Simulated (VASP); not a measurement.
# P (P1) in VASP: convergence with empty bands

Aim: find how far empty bands must go before the results for P settle, at PBE. This setting moves, with any that are tied to it; all else stays.

Everything below comes from runs of VASP 6.6.1. Logs are shortened: lines on timing, memory, paths and dates and some standing lists are left out, and cuts for length are marked.

## (1) The cell of the first run

The typed cell holds 8 atoms: a = 6.460 Å, b = 6.460 Å, c = 5.581 Å, α = 90.18°, β = 90.18°, γ = 83.28°.

This isn't the form of P at room conditions, which is orthorhombic.

The cell isn't the ideal one: atoms moved at random, drawn with an rms of 0.02 Å.

## (2) With empty bands 1

Contents of INCAR:

```
SYSTEM = P
PREC     = Accurate       ! precision mode
ENCUT    = 520            ! plane-wave cutoff, eV
EDIFF    = 1E-6           ! SCF threshold, eV
ISMEAR   = 0              ! smearing method
SIGMA    = 0.02           ! smearing width, eV
LREAL    = .False.        ! projectors in reciprocal space
LASPH    = .True.         ! aspherical terms in the spheres
NELM     = 80             ! most SCF steps
ALGO     = Normal         ! electronic algorithm
ISIF     = 2              ! what is computed and relaxed
LWAVE    = .False.        ! write WAVECAR
LCHARG   = .False.        ! write CHGCAR
GGA      = PE             ! functional
NBANDS   = 21             ! bands
```

Contents of KPOINTS:

```
regular mesh
0
Gamma
  3 3 4
  0 0 0
```

Contents of POSCAR:

```
P
1.0
    4.8279678941     -4.2924736644      0.0000000000
    4.8279678941      4.2924736644      0.0000000000
   -0.0237225834      0.0000000000      5.5806204931
P
8
Direct
    0.7733260000      0.5195390000      0.2501280000
    0.4812320000      0.2265320000      0.7470430000
    0.2268390000      0.4807170000      0.7472340000
    0.5193920000      0.7739040000      0.2554660000
    0.2819770000      0.2863420000      0.4282600000
    0.7138260000      0.7156310000      0.5708300000
    0.1551340000      0.1591200000      0.7489440000
    0.8432460000      0.8434980000      0.2485450000
```

Potentials or basis: VASP PAW PBE potentials, release 64 (P).

Command:

```bash
> cat potpaw_PBE.64/P/POTCAR > POTCAR
> mpirun -np 1 vasp_std > vasp.out
```

OUTCAR:

```text
SYSTEM = P
   PREC = Accurate
   ENCUT = 520
   EDIFF = 1E-6
   ISMEAR = 0
   LREAL = .False.
   LASPH = .True.
   NELM = 80
   ISIF = 2
   GGA = PE

 Found     19 irreducible k-points:

 Following reciprocal coordinates:
            Coordinates               Weight
  0.000000  0.000000  0.000000      1.000000
  0.333333  0.000000  0.000000      2.000000
  0.000000 -0.333333 -0.000000      2.000000
  0.333333  0.333333  0.000000      2.000000
 -0.333333  0.333333  0.000000      2.000000
  0.000000  0.000000  0.250000      2.000000
   k-points           NKPTS =     19   k-points in BZ     NKDIM =     19   number of bands    NBANDS=     21
   number of dos      NEDOS =    301   number of ions     NIONS =      8
   total plane-waves  NPLWV =  96768
   dimension x,y,z NGX =    48 NGY =   48 NGZ =   42
   dimension x,y,z NGXF=    96 NGYF=   96 NGZF=   84
   ions per type =               8
   NGX,Y,Z   is equivalent  to a cutoff of  12.35, 12.35, 12.51 a.u.
   NGXF,Y,Z  is equivalent  to a cutoff of  24.70, 24.70, 25.02 a.u.
 SYSTEM =  P
   PREC   = accura    normal or accurate (medium, high low for compatibility)
   ISTART =      0    job   : 0-new  1-cont  2-samecut
   ICHARG =      2    charge: 1-file 2-atom 10-const
   ISPIN  =      1    spin polarized calculation?
   LNONCOLLINEAR =      F non collinear calculations
   LSORBIT =      F    spin-orbit coupling
   LASPH  =      T    aspherical Exc in radial PAW
   ENCUT  =  520.0 eV  38.22 Ry    6.18 a.u.  12.01 12.01 10.38*2*pi/ulx,y,z
   NELM   =     80;   NELMIN=  2; NELMDL= -5     # of ELM steps
   EDIFF  = 0.1E-05   stopping-criterion for ELM
   LREAL  =      F    real-space projection
[... 33 lines left out ...]
 maximum number of plane-waves:      6256
   NGX = 25   NGY = 25   NGZ = 21

 number of electron      39.9999997 magnetization

 Free energy of the ion-electron system (eV)
  ---------------------------------------------------
  ext. energy  EPLUGINS =         0.00000000
  ---------------------------------------------------
  free energy    TOTEN  =       -42.10517762 eV

  energy without entropy =      -42.10517762  energy(sigma->0) =      -42.10517762

 E-fermi :   0.9001     XC(G=0):  -7.7400

 val. band max:        0.7625917499   @ k =   0.3333   0.0000   0.5000
 cond. band min:       3.8855677004   @ k =   0.0000   0.0000   0.0000
 fundamental gap:      3.1229759504
 Fermi energy:         0.9000784385

 k-point     1 :       0.0000    0.0000    0.0000
  band No.  band energies     occupation
      1     -13.5307      2.00000
      2     -13.3287      2.00000
      3      -6.8275      2.00000
      4      -6.7549      2.00000
      5      -6.5642      2.00000
      6      -6.4506      2.00000
[... 133 lines left out ...]
     20       0.6408      2.00000
     21       4.3286      0.00000

 [... further k-points ...]
[... 5 lines left out ...]
  --------------------------------------------------------------------------------------
  -------------------------------------------------------------------------------------
  Total        1.8306383      2.2563442      2.3682192      0.1951708     -0.1688907     -0.1064125
  in kB       12.6802738     15.6290089     16.4039326      1.3518890     -1.1698541     -0.7370871
  external PRESSURE =      14.9044051 kB  Pullay stress =       0.0000000 kB

 VOLUME and BASIS-vectors are now :
 -----------------------------------------------------------------------------
  energy-cutoff  :      520.00
  volume of cell :      231.30
      direct lattice vectors                 reciprocal lattice vectors
     4.827967894 -4.292473664  0.000000000     0.103563240 -0.116482951  0.000440236
     4.827967894  4.292473664  0.000000000     0.103563240  0.116482951  0.000440236
    -0.023722583  0.000000000  5.580620493     0.000000000  0.000000000  0.179191544

 POSITION                                       TOTAL-FORCE (eV/Angst)
 -----------------------------------------------------------------------------------
      6.23598     -1.08937      1.39587        -0.106536     -0.301389     -0.021701
      3.39934     -1.09329      4.16896        -0.016618     -0.232166      0.004779
      3.39833      1.08976      4.17003         0.267505      0.468194      0.194290
      6.23793      1.09249      1.42566        -0.208551      0.502113     -0.369601
      2.73367      0.01874      2.38996         0.111479     -0.115626     -0.473556
      6.88783      0.00775      3.18559         0.089613     -0.217270      0.477892
      1.49944      0.01711      4.17957        -0.397429     -0.121075      0.292592
      8.13765      0.00108      1.38704         0.260538      0.017220     -0.104694
 -----------------------------------------------------------------------------------
    total drift:                                0.000006     -0.000102     -0.000238

  FREE ENERGIE OF THE ION-ELECTRON SYSTEM (eV)
  ---------------------------------------------------
  free  energy   TOTEN  =       -42.1051776217 eV

  energy  without entropy=      -42.1051776217  energy(sigma->0) =      -42.10517762
```

Run time: 100 s. Hardware: 1 thread of Intel Xeon Platinum 8375C at 2.90GHz (Ice Lake), shared host; peak memory 0.31 GiB.

What came out:

```
Free energy            : -42.1052 eV
Pressure               : 1.5 GPa
Largest force          : 0.657 eV/Å
Band gap on the k mesh : 3.12 eV, indirect (least direct gap 3.40 eV)
```

## (3) With empty bands 2

INCAR: that of step 2 with these lines changed.

```diff
@@ -14,2 +14,2 @@
 GGA      = PE             ! functional
-NBANDS   = 21             ! bands
+NBANDS   = 22             ! bands
```

KPOINTS is that of step 2.

POSCAR is that of step 2.

Potentials or basis: VASP PAW PBE potentials, release 64 (P).

Command:

```bash
> cat potpaw_PBE.64/P/POTCAR > POTCAR
> mpirun -np 1 vasp_std > vasp.out
```

Run time: 2.5 min. Hardware: 1 thread of Intel Xeon Platinum 8375C at 2.90GHz (Ice Lake), shared host; peak memory 0.31 GiB.

What came out:

```yaml
Free_energy: -42.1052 eV
Pressure: 1.5 GPa
Largest_force: 0.657 eV/Å
Band_gap_on_the_k_mesh: 3.12 eV, indirect (least direct gap 3.40 eV)
```

## (4) With empty bands 3

INCAR: that of step 3 with these lines changed.

```diff
@@ -14,2 +14,2 @@
 GGA      = PE             ! functional
-NBANDS   = 22             ! bands
+NBANDS   = 23             ! bands
```

KPOINTS is that of step 3.

POSCAR is that of step 3.

Command:

```bash
> cat potpaw_PBE.64/P/POTCAR > POTCAR
> mpirun -np 1 vasp_std > vasp.out
```

Run time: 2.5 min. Hardware: 1 thread of Intel Xeon Platinum 8375C at 2.90GHz (Ice Lake), shared host; peak memory 0.31 GiB.

What came out:

```
Free energy            : -42.1052 eV
Pressure               : 1.5 GPa
Largest force          : 0.657 eV/Å
Band gap on the k mesh : 3.12 eV, indirect (least direct gap 3.40 eV)
```

## (5) With empty bands 4

INCAR: that of step 4 with these lines changed.

```diff
@@ -14,2 +14,2 @@
 GGA      = PE             ! functional
-NBANDS   = 23             ! bands
+NBANDS   = 24             ! bands
```

KPOINTS is that of step 4.

POSCAR is that of step 4.

Command:

```bash
> cat potpaw_PBE.64/P/POTCAR > POTCAR
> mpirun -np 1 vasp_std > vasp.out
```

Run time: 2.1 min. Hardware: 1 thread of Intel Xeon Platinum 8375C at 2.90GHz (Ice Lake), shared host; peak memory 0.32 GiB.

What came out:

| Item | Value |
| --- | --- |
| Free energy | -42.1052 eV |
| Pressure | 1.5 GPa |
| Largest force | 0.657 eV/Å |
| Band gap on the k mesh | 3.12 eV, indirect (least direct gap 3.40 eV) |

## (6) With empty bands 6

INCAR: that of step 5 with these lines changed.

```diff
@@ -14,2 +14,2 @@
 GGA      = PE             ! functional
-NBANDS   = 24             ! bands
+NBANDS   = 26             ! bands
```

KPOINTS is that of step 5.

POSCAR is that of step 5.

Potentials or basis: VASP PAW PBE potentials, release 64 (P).

Command:

```bash
> cat potpaw_PBE.64/P/POTCAR > POTCAR
> mpirun -np 1 vasp_std > vasp.out
```

Wall time 2.9 min (1 thread of Intel Xeon Platinum 8375C at 2.90GHz (Ice Lake), shared host); peak memory 0.31 GiB.

Results:

- Free energy: -42.1052 eV
- Pressure: 1.5 GPa
- Largest force: 0.657 eV/Å
- Band gap on the k mesh: 3.12 eV, indirect (least direct gap 3.40 eV)

## (7) With empty bands 10

INCAR: that of step 6 with these lines changed.

```diff
@@ -14,2 +14,2 @@
 GGA      = PE             ! functional
-NBANDS   = 26             ! bands
+NBANDS   = 30             ! bands
```

KPOINTS is that of step 6.

POSCAR is that of step 6.

Command:

```bash
> cat potpaw_PBE.64/P/POTCAR > POTCAR
> mpirun -np 1 vasp_std > vasp.out
```

It took 3.3 min on 1 thread of Intel Xeon Platinum 8375C at 2.90GHz (Ice Lake), shared host; peak memory 0.32 GiB.

Results:

| Property | Result |
| --- | --- |
| Free energy | -42.1052 eV |
| Pressure | 1.5 GPa |
| Largest force | 0.658 eV/Å |
| Band gap on the k mesh | 3.12 eV, indirect (least direct gap 3.40 eV) |

## (8) With empty bands 16

INCAR: that of step 7 with these lines changed.

```diff
@@ -14,2 +14,2 @@
 GGA      = PE             ! functional
-NBANDS   = 30             ! bands
+NBANDS   = 36             ! bands
```

KPOINTS is that of step 7.

POSCAR is that of step 7.

Command:

```bash
> cat potpaw_PBE.64/P/POTCAR > POTCAR
> mpirun -np 1 vasp_std > vasp.out
```

Run time: 3.5 min. Hardware: 1 thread of Intel Xeon Platinum 8375C at 2.90GHz (Ice Lake), shared host; peak memory 0.32 GiB.

The run converged. Its results:

- Free energy: -42.1052 eV
- Pressure: 1.5 GPa
- Largest force: 0.658 eV/Å
- Band gap on the k mesh: 3.12 eV, indirect (least direct gap 3.40 eV)

## (9) The series at a glance

```csv
empty bands,"energy less the tightest run, at zero smearing (meV/atom)",SCF cycles,CPU time (s),peak memory (GiB)
1,0.00,15,99,0.31
2,0.00,15,150,0.31
3,0.00,15,150,0.31
4,0.00,15,130,0.32
6,0.00,15,170,0.31
10,0.00,16,200,0.32
16,0.00,15,210,0.32
```

Against the tightest run, the energy stays within 1 meV/atom from 1 on. The tightest run that finished is the yardstick and may itself not be fully converged.

Caveats: an odd mesh through Γ misses points on the zone boundary, where band edges often lie.
